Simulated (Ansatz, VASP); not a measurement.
# Cross-check of TiO2 between VASP and Ansatz, part 2 of 2

One calculation is typed for both programs; each brings its own data sets and cutoff. How far apart do they land? The cell is the relaxed one of a volume series.

VASP 6.6.1 and Ansatz 0.2.0.

So far: Starting point; Ansatz: zone-centre phonons, LDA.

### Step 3. VASP: zone-centre phonons, LDA

Level of this step: LDA, no spin polarisation; plane waves and PAW (Ti_sv, O) (VASP).

The same cell, functional (in two slightly different forms), mesh and smearing now go to VASP, with its own data sets and cutoff.

Lines of VASP's logs that name or quote its potential files are left out, and so is its time.

The input, INCAR:

```
SYSTEM = TiO2
PREC = Accurate
ENCUT = 560
EDIFF = 1E-08
NELM = 100
ISMEAR = 0
SIGMA = 0.03
LREAL = .FALSE.
ALGO = Normal
GGA = CA
NBANDS = 30
LASPH = .TRUE.
LORBIT = 11
LWAVE = .FALSE.
LCHARG = .FALSE.
KPAR = 8
IBRION = 6
NFREE = 2
POTIM = 0.015
NSW = 1
ISIF = 2
```

The input, POSCAR:

```
TiO2
1.0
    4.5537112665      0.0000000000      0.0000000000
    0.0000000000      4.5537112665      0.0000000000
    0.0000000000      0.0000000000      2.9223363891
Ti O
2 4
Direct
    0.0000000000      0.0000000000      0.0000000000
    0.5000000000      0.5000000000      0.5000000000
    0.3038531375      0.3038531375      0.0000000000
    0.1961468625      0.8038531375      0.5000000000
    0.6961468625      0.6961468625      0.0000000000
    0.8038531375      0.1961468625      0.5000000000
```

The input, KPOINTS:

```
Automatic mesh
0
Gamma
6 6 8
0 0 0
```

PAW data sets: Ti_sv and O (LDA family, release 64).

The run is started by

```
mpirun -np 8 vasp_std
```

Numbers of over 12 decimals in the logs are rounded to 6 here.

What it wrote:

```text
[banner, memory and clock lines left out]
running    8 mpi-ranks, on    1 nodes
 distrk:  each k-point on    1 cores,    8 groups
 distr:  one band on    1 cores,    1 groups

 POSCAR found type information on POSCAR TiO
 POSCAR found :  2 types and       6 ions
|                                                                             |
|           W    W    AA    RRRRR   N    N  II  N    N   GGGG   !!!           |
|           W    W   A  A   R    R  NN   N  II  NN   N  G    G  !!!           |
|           W    W  A    A  R    R  N N  N  II  N N  N  G       !!!           |
|           W WW W  AAAAAA  RRRRR   N  N N  II  N  N N  G  GGG   !            |
|           WW  WW  A    A  R   R   N   NN  II  N   NN  G    G                |
|           W    W  A    A  R    R  N    N  II  N    N   GGGG   !!!           |
|                                                                             |
|     For optimal performance we recommend to set                             |
|       NCORE = 2 up to number-of-cores-per-socket                            |
|     NCORE specifies how many cores store one orbital (NPAR=cpu/NCORE).      |
|     This setting can greatly improve the performance of VASP for DFT.       |
|     The default, NCORE=1 might be grossly inefficient on modern             |
|     multi-core architectures or massively parallel machines. Do your        |
|     Unfortunately you need to use the default for GW and RPA                |
|     calculations (for HF NCORE is supported but not extensively tested      |
|     yet).                                                                   |
|                                                                             |

 LDA part: xc-table for (Slater(with rela. corr.)+CA(PZ))
 , standard interpolation
 POSCAR, INCAR and KPOINTS ok, starting setup
 FFT: planning ... GRIDC
 FFT: planning ... GRID_SOFT
 FFT: planning ... GRID
 WAVECAR not read
 entering main loop
       N       E                     dE             d eps       ncg     rms          rms(c)
DAV:   1     0.685295180074E+03    0.68530E+03   -0.25944E+04  3000   0.198E+03
DAV:   2     0.356503853145E+02   -0.64964E+03   -0.61665E+03  3224   0.572E+02
DAV:   3    -0.704337142112E+02   -0.10608E+03   -0.10340E+03  4536   0.208E+02
DAV:   4    -0.753875994707E+02   -0.49539E+01   -0.49481E+01  4082   0.451E+01
DAV:   5    -0.755702251954E+02   -0.18263E+00   -0.18259E+00  4062   0.734E+00    0.319E+01
DAV:   6    -0.594411518079E+02    0.16129E+02   -0.98695E+01  3642   0.976E+01    0.118E+01
DAV:   7    -0.590494822410E+02    0.39167E+00   -0.14889E+01  3584   0.328E+01    0.852E+00
DAV:   8    -0.589443915915E+02    0.10509E+00   -0.34081E+00  3522   0.187E+01    0.397E+00
DAV:   9    -0.587773136299E+02    0.16708E+00   -0.10399E+00  3534   0.985E+00    0.104E+00
DAV:  10    -0.587857602687E+02   -0.84466E-02   -0.91402E-02  3750   0.243E+00    0.454E-01
DAV:  11    -0.587823392766E+02    0.34210E-02   -0.13524E-02  3762   0.824E-01    0.727E-02
DAV:  12    -0.587825149430E+02   -0.17567E-03   -0.14128E-03  3170   0.426E-01    0.154E-01
DAV:  13    -0.587823009756E+02    0.21397E-03   -0.70243E-04  3672   0.279E-01    0.287E-02
DAV:  14    -0.587822991266E+02    0.18490E-05   -0.46052E-05  3742   0.573E-02    0.984E-03
DAV:  15    -0.587822998011E+02   -0.67450E-06   -0.38723E-06  3520   0.151E-02    0.270E-03
DAV:  16    -0.587822997444E+02    0.56707E-07   -0.36697E-07  4078   0.488E-03    0.186E-03
DAV:  17    -0.587822997416E+02    0.28222E-08   -0.94034E-08  3260   0.255E-03
   1 F= -.58782300E+02 E0= -.58782300E+02  d E =-.229172E-19
[... from here on, the cycles between the ionic steps are left out ...]
   2 F= -.58780362E+02 E0= -.58780362E+02  d E =-.545142E-17
   3 F= -.58780362E+02 E0= -.58780362E+02  d E =-.553112E-17
   4 F= -.58782083E+02 E0= -.58782083E+02  d E =-.153248E-17
   5 F= -.58782083E+02 E0= -.58782083E+02  d E =-.152105E-17
   6 F= -.58780942E+02 E0= -.58780942E+02  d E =-.102975E-17
   7 F= -.58780912E+02 E0= -.58780912E+02  d E =-.873221E-17
   8 F= -.58781313E+02 E0= -.58781313E+02  d E =-.207452E-17
 Finite differences progress:
  Degree of freedom:   4/  4
  Displacement:        1/  2
  Total:               7/  8
 bond charge predicted
       N       E                     dE             d eps       ncg     rms          rms(c)
DAV:   1    -0.587783051399E+02    0.30081E-02   -0.38828E+00  5340   0.109E+01    0.267E-01
DAV:   2    -0.587819432293E+02   -0.36381E-02   -0.52178E-02  5844   0.152E+00    0.191E-01
DAV:   3    -0.587813576664E+02    0.58556E-03   -0.33551E-03  6990   0.373E-01    0.758E-02
DAV:   4    -0.587813223868E+02    0.35280E-04   -0.65434E-04  6014   0.202E-01    0.339E-02
DAV:   5    -0.587813172449E+02    0.51419E-05   -0.69585E-05  5850   0.768E-02    0.219E-02
DAV:   6    -0.587813141386E+02    0.31063E-05   -0.58681E-06  6750   0.212E-02    0.928E-03
DAV:   7    -0.587813132373E+02    0.90130E-06   -0.30463E-06  6700   0.141E-02    0.126E-03
DAV:   8    -0.587813132712E+02   -0.33888E-07   -0.51284E-07  5956   0.607E-03    0.909E-04
DAV:   9    -0.587813132698E+02    0.13670E-08   -0.22608E-08  3942   0.166E-03
   9 F= -.58781313E+02 E0= -.58781313E+02  d E =-.206910E-17
 Finite differences progress:
  Degree of freedom:   4/  4
  Displacement:        2/  2
  Total:               8/  8
```

From OUTCAR (step 3):

```text
ion  position               nearest neighbor table
   1  0.000  0.000  0.000-   4 1.93   6 1.93   4 1.93   6 1.93   5 1.96   3 1.96
   2  0.500  0.500  0.500-   3 1.93   5 1.93   3 1.93   5 1.93   4 1.96   6 1.96
   3  0.304  0.304  0.000-   2 1.93   2 1.93   1 1.96
   4  0.196  0.804  0.500-   1 1.93   1 1.93   2 1.96
   5  0.696  0.696  0.000-   2 1.93   2 1.93   1 1.96
   6  0.804  0.196  0.500-   1 1.93   1 1.93   2 1.96

  LATTYP: Found a simple tetragonal cell.
 ALAT       =     4.5537112665
 C/A-ratio  =     0.6417482836

 Subroutine GETGRP returns: Found 16 space group operations
 (whereof  8 operations were pure point group operations)

The static configuration has the point symmetry D_2h.
 The point group associated with its full space group is D_4h.

 Found     50 irreducible k-points:

   k-points           NKPTS =     50   k-points in BZ     NKDIM =     50   number of bands    NBANDS=     30

   dimension x,y,z NGX =    36 NGY =   36 NGZ =   24
   dimension x,y,z NGXF=    72 NGYF=   72 NGZF=   48

   ENCUT  =  560.0 eV  41.16 Ry    6.42 a.u.   8.79  8.79  5.64*2*pi/ulx,y,z

   NELECT =      48.0000    total number of electrons

 k-points in reciprocal lattice and weights: Automatic mesh
   0.00000000  0.00000000  0.00000000       0.003
   0.16666667  0.00000000  0.00000000       0.014
   0.33333333  0.00000000  0.00000000       0.014
   0.50000000  0.00000000  0.00000000       0.007
   0.16666667  0.16666667  0.00000000       0.014
   0.33333333  0.16666667  0.00000000       0.028
   0.50000000  0.16666667  0.00000000       0.014
   0.33333333  0.33333333  0.00000000       0.014
   0.50000000  0.33333333  0.00000000       0.014
[...]
0.50000000  0.33333333  0.50000000       0.014
   0.50000000  0.50000000  0.50000000       0.003

 average (electrostatic) potential at core
       1 -75.9230       2 -75.9222       3 -70.1987       4 -70.1979       5 -70.1977
       6 -70.1979

 E-fermi :   5.0447

 k-point     1 :       0.0000    0.0000    0.0000
  band No.  band energies     occupation
    ...
     20       2.8605      2.00000
     21       4.1778      2.00000
     22       4.4014      2.00000
     23       4.4015      2.00000
     24       4.8777      2.00000
     25       6.6923      0.00000
     26       6.9725      0.00000
     27       7.2762      0.00000
     28       7.3912      0.00000
     29       7.3912      0.00000
    ...

 k-point     2 :       0.1667    0.0000    0.0000
  band No.  band energies     occupation
    ...
     20       2.8688      2.00000
     21       3.8826      2.00000
     22       3.9877      2.00000
     23       4.1687      2.00000
     24       4.7725      2.00000
     25       6.8553      0.00000
     26       7.1784      0.00000
     27       7.4934      0.00000
     28       7.5125      0.00000
     29       7.5614      0.00000
    ...

 k-point     3 :       0.3333    0.0000    0.0000
  band No.  band energies     occupation
    ...
     20       2.7728      2.00000
     21       2.9477      2.00000
     22       3.5756      2.00000
[...]
1.38366      1.38366     -0.01500        -0.002143     -0.002143      0.131770
      0.89320      3.66052      1.46117        -0.001181      0.001410     -0.031100
      3.17005      3.17005      0.00000        -0.000457     -0.000457     -0.058193
      3.66052      0.89320      1.46117         0.001410     -0.001181     -0.031100
 -----------------------------------------------------------------------------------
    total drift:                                0.000028      0.000025     -0.000339

  FREE ENERGIE OF THE ION-ELECTRON SYSTEM (eV)
  ---------------------------------------------------
  free  energy   TOTEN  =       -58.7813132698 eV

  energy  without entropy=      -58.7813132698  energy(sigma->0) =      -58.78131327

 Eigenvectors and eigenvalues of the dynamical matrix
 ----------------------------------------------------

   1 f  =   24.488118 THz   153.863384 2PiTHz  816.835696 cm-1   101.274673 meV
             X         Y         Z           dx          dy          dz
      0.000000  0.000000  0.000000    -0.000000    0.000000   -0.000000
      2.276856  2.276856  1.461168    -0.000000   -0.000000    0.000000
      1.383659  1.383659  0.000000     0.353553    0.353553    0.000000
      0.893196  3.660515  1.461168     0.353553   -0.353553   -0.000000
      3.170052  3.170052  0.000000    -0.353553   -0.353553    0.000000
      3.660515  0.893196  1.461168    -0.353553    0.353553    0.000000

   2 f  =   18.344703 THz   115.263171 2PiTHz  611.913442 cm-1    75.867563 meV
             X         Y         Z           dx          dy          dz
      0.000000  0.000000  0.000000    -0.000000    0.000000    0.000000
      2.276856  2.276856  1.461168     0.000000   -0.000000    0.000000
      1.383659  1.383659  0.000000     0.353553    0.353553   -0.000000
      0.893196  3.660515  1.461168    -0.353553    0.353553    0.000000
      3.170052  3.170052  0.000000    -0.353553   -0.353553   -0.000000
      3.660515  0.893196  1.461168     0.353553   -0.353553   -0.000000

   3 f  =   14.655013 THz    92.080159 2PiTHz  488.838599 cm-1    60.608235 meV
             X         Y         Z           dx          dy          dz
      0.000000  0.000000  0.000000     0.480709   -0.234545    0.000000
      2.276856  2.276856  1.461168    -0.420818    0.031899   -0.000000
      1.383659  1.383659  0.000000     0.313969   -0.012814    0.000000
      0.893196  3.660515  1.461168    -0.365768    0.188080   -0.000000
      3.170052  3.170052  0.000000     0.313969   -0.012814    0.000000
      3.660515  0.893196  1.461168    -0.365768    0.188080    0.000000

   4 f  =   14.655013 THz    92.080159 2PiTHz  488.838599 cm-1    60.608235 meV
             X         Y         Z           dx          dy          dz
      0.000000  0.000000  0.000000    -0.031899   -0.420818   -0.000000
      2.276856  2.276856  1.461168     0.234545    0.480709    0.000000
      1.383659  1.383659  0.000000    -0.188080   -0.365768    0.000000
      0.893196  3.660515  1.461168     0.012814    0.313969    0.000000
      3.170052  3.170052  0.000000    -0.188080   -0.365768    0.000000
      3.660515  0.893196  1.461168     0.012814    0.313969   -0.000000

   5 f  =   13.911421 THz    87.408039 2PiTHz  464.035070 cm-1    57.532990 meV
             X         Y         Z           dx          dy          dz
      0.000000  0.000000  0.000000    -0.000000    0.000000    0.000000
      2.276856  2.276856  1.461168     0.000000    0.000000   -0.000000
      1.383659  1.383659  0.000000    -0.000000    0.000000    0.176557
      0.893196  3.660515  1.461168     0.000000   -0.000000   -0.684710
      3.170052  3.170052  0.000000    -0.000000   -0.000000   -0.176557
      3.660515  0.893196  1.461168     0.000000   -0.000000    0.684710

   6 f  =   13.911421 THz    87.408039 2PiTHz  464.035070 cm-1    57.532990 meV
             X         Y         Z           dx          dy          dz
      0.000000  0.000000  0.000000    -0.000000   -0.000000    0.000000
      2.276856  2.276856  1.461168     0.000000   -0.000000    0.000000
      1.383659  1.383659  0.000000     0.000000    0.000000    0.684710
      0.893196  3.660515  1.461168    -0.000000   -0.000000    0.176557
      3.170052  3.170052  0.000000     0.000000   -0.000000   -0.684710
      3.660515  0.893196  1.461168     0.000000    0.000000   -0.176557

   7 f  =   12.529549 THz    78.725481 2PiTHz  417.940784 cm-1    51.818030 meV
             X         Y         Z           dx          dy          dz
      0.000000  0.000000  0.000000     0.000000   -0.000000   -0.000000
      2.276856  2.276856  1.461168    -0.000000   -0.000000    0.000000
      1.383659  1.383659  0.000000    -0.353553    0.353553   -0.000000
      0.893196  3.660515  1.461168    -0.353553   -0.353553    0.000000
      3.170052  3.170052  0.000000     0.353553   -0.353553    0.000000
      3.660515  0.893196  1.461168     0.353553    0.353553    0.000000

   8 f  =   11.836158 THz    74.368771 2PiTHz  394.811719 cm-1    48.950392 meV
             X         Y         Z           dx          dy          dz
      0.000000  0.000000  0.000000     0.000000   -0.000000   -0.082671
      2.276856  2.276856  1.461168    -0.000000    0.000000    0.082671
      1.383659  1.383659  0.000000    -0.000000   -0.000000   -0.496571
      0.893196  3.660515  1.461168     0.000000    0.000000    0.496571
      3.170052  3.170052  0.000000    -0.000000    0.000000   -0.496571
      3.660515  0.893196  1.461168     0.000000   -0.000000    0.496571

   9 f  =   11.512734 THz    72.336643 2PiTHz  384.023482 cm-1    47.612822 meV
             X         Y         Z           dx          dy          dz
      0.000000  0.000000  0.000000     0.505866   -0.095869    0.000000
      2.276856  2.276856  1.461168    -0.497689    0.031385   -0.000000
      1.383659  1.383659  0.000000    -0.348293    0.071626    0.000000
      0.893196  3.660515  1.461168     0.341214   -0.015805   -0.000000
      3.170052  3.170052  0.000000    -0.348293    0.071626    0.000000
      3.660515  0.893196  1.461168     0.341214   -0.015805   -0.000000

  10 f  =   11.512734 THz    72.336643 2PiTHz  384.023482 cm-1    47.612822 meV
             X         Y         Z           dx          dy          dz
      0.000000  0.000000  0.000000     0.031385    0.497689   -0.000000
      2.276856  2.276856  1.461168    -0.095869   -0.505866    0.000000
      1.383659  1.383659  0.000000    -0.015805   -0.341214    0.000000
      0.893196  3.660515  1.461168     0.071626    0.348293   -0.000000
      3.170052  3.170052  0.000000    -0.015805   -0.341214    0.000000
      3.660515  0.893196  1.461168     0.071626    0.348293   -0.000000

  11 f  =    4.463719 THz    28.046372 2PiTHz  148.893629 cm-1    18.460449 meV
             X         Y         Z           dx          dy          dz
      0.000000  0.000000  0.000000     0.017542   -0.347507   -0.000000
      2.276856  2.276856  1.461168     0.301100   -0.459472   -0.000000
      1.383659  1.383659  0.000000    -0.193808    0.370970    0.000000
      0.893196  3.660515  1.461168    -0.081669    0.326692    0.000000
      3.170052  3.170052  0.000000    -0.193808    0.370970    0.000000
      3.660515  0.893196  1.461168    -0.081669    0.326692    0.000000

  12 f  =    4.463719 THz    28.046372 2PiTHz  148.893629 cm-1    18.460449 meV
             X         Y         Z           dx          dy          dz
      0.000000  0.000000  0.000000     0.459472    0.301100   -0.000000
      2.276856  2.276856  1.461168     0.347507    0.017542   -0.000000
      1.383659  1.383659  0.000000    -0.326692   -0.081669    0.000000
      0.893196  3.660515  1.461168    -0.370970   -0.193808    0.000000
      3.170052  3.170052  0.000000    -0.326692   -0.081669    0.000000
      3.660515  0.893196  1.461168    -0.370970   -0.193808    0.000000

  13 f  =    4.413982 THz    27.733864 2PiTHz  147.234576 cm-1    18.254753 meV
             X         Y         Z           dx          dy          dz
      0.000000  0.000000  0.000000     0.000000    0.000000    0.449755
      2.276856  2.276856  1.461168     0.000000   -0.000000    0.449755
      1.383659  1.383659  0.000000    -0.000000    0.000000   -0.385824
      0.893196  3.660515  1.461168    -0.000000    0.000000   -0.385824
      3.170052  3.170052  0.000000    -0.000000   -0.000000   -0.385824
      3.660515  0.893196  1.461168    -0.000000   -0.000000   -0.385824
    [... 42 further lines ...]
      0.893196  3.660515  1.461168    -0.000000    0.000000   -0.318025
      3.170052  3.170052  0.000000    -0.000000    0.000000   -0.318025
      3.660515  0.893196  1.461168    -0.000000    0.000000   -0.318025

 ELASTIC MODULI CONTR FROM IONIC RELAXATION (kBar)
 Direction    XX          YY          ZZ          XY          YZ          ZX
 --------------------------------------------------------------------------------
 XX        -386.4695    228.6456   -128.3585     -0.0000      0.0000      0.0000
 YY         228.6456   -386.4695   -128.3585      0.0000     -0.0000      0.0000
 ZZ        -128.3585   -128.3585   -208.7886      0.0000      0.0000      0.0000
 XY          -0.0000      0.0000      0.0000    -15.8167      0.0000      0.0000
 YZ           0.0000     -0.0000      0.0000      0.0000   -319.0429      0.0000
 ZX           0.0000      0.0000      0.0000      0.0000      0.0000   -319.0433
 --------------------------------------------------------------------------------

 total charge
# of ion       s       p       d       tot
------------------------------------------
    1        2.234   6.329   1.780  10.343
    2        2.234   6.329   1.780  10.343
    3        1.560   3.494   0.000   5.054
    4        1.560   3.494   0.000   5.054
    5        1.560   3.494   0.000   5.054
    6        1.560   3.494   0.000   5.054
--------------------------------------------------
tot         10.710  26.634   3.559  40.903
```

CONTCAR:

```
TiO2
   1.00000000000000
     4.5537112664999997    0.0000000000000000    0.0000000000000000
     0.0000000000000000    4.5537112664999997    0.0000000000000000
     0.0000000000000000    0.0000000000000000    2.9223363890999998
  Ti              O
     2     4
Direct
     0.0000000000000000    0.0000000000000000    0.0000000000000000
     0.5000000000000000    0.5000000000000000    0.5000000000000000
     0.3038531374999991    0.3038531374999991   -0.0051328793139450
     0.1961468625000009    0.8038531374999991    0.5000000000000000
     0.6961468625000009    0.6961468625000009    0.0000000000000000
     0.8038531374999991    0.1961468625000009    0.5000000000000000
```

This run has no spin polarisation, so a moment on Ti, if there is one, isn't seen.

### Step 4. Comparison

Known differences besides the potentials themselves: the two LDA forms differ slightly; the cutoff is 420 eV in Ansatz and 560 eV in VASP; VASP's log shows a relativistic correction to its local exchange, Ansatz's none; VASP uses finite displacements, Ansatz perturbation theory. Total energies have different zeros and are not compared.

Zone-centre modes by rising frequency (cm⁻¹; imaginary ones negative):

```csv
program,modes
Ansatz,"0.0, 0.0, 0.0, 86.8, 97.2, 120.0, 120.0, 141.1, 378.9, 378.9, 384.9, 419.4, 458.1, 458.1, 482.2, 482.2, 603.1, 812.5"
VASP,"-0.6, 0.0, 0.0, 108.0, 136.0, 147.2, 148.9, 148.9, 384.0, 384.0, 394.8, 417.9, 464.0, 464.0, 488.8, 488.8, 611.9, 816.8"
```

The two lists differ in the order or number of single and degenerate modes, so they aren't paired one by one.

### Step 5. What came out

```yaml
r_m_s_difference_of_the_optical_zone_centre_modes_each_program_s_sorted_by_frequency_zone_centre_phonons_lda: 16 cm⁻¹
```

What this shows: The r.m.s. difference of the optical zone-centre modes, each program's sorted by frequency is 16 cm⁻¹ (zone-centre phonons, LDA). What causes the difference of the zone-centre phonons, LDA pair stays open here. 4 further runs of this series are not shown here. How closely two codes agree says nothing of how well the functional describes the real material.

[Lines on the potential files, build, host, timing and source positions are cut from VASP's logs without a mark.]

[Logs are printed without paths, hosts, clocks, repeated set-up lines and the standing remarks that a program may print on its own settings, such as how far it seeks lower states.]

[Hosts, paths, dates, database ids (printed as entryN), source tags and the programs' standing remarks are cut or masked in the printed files.]
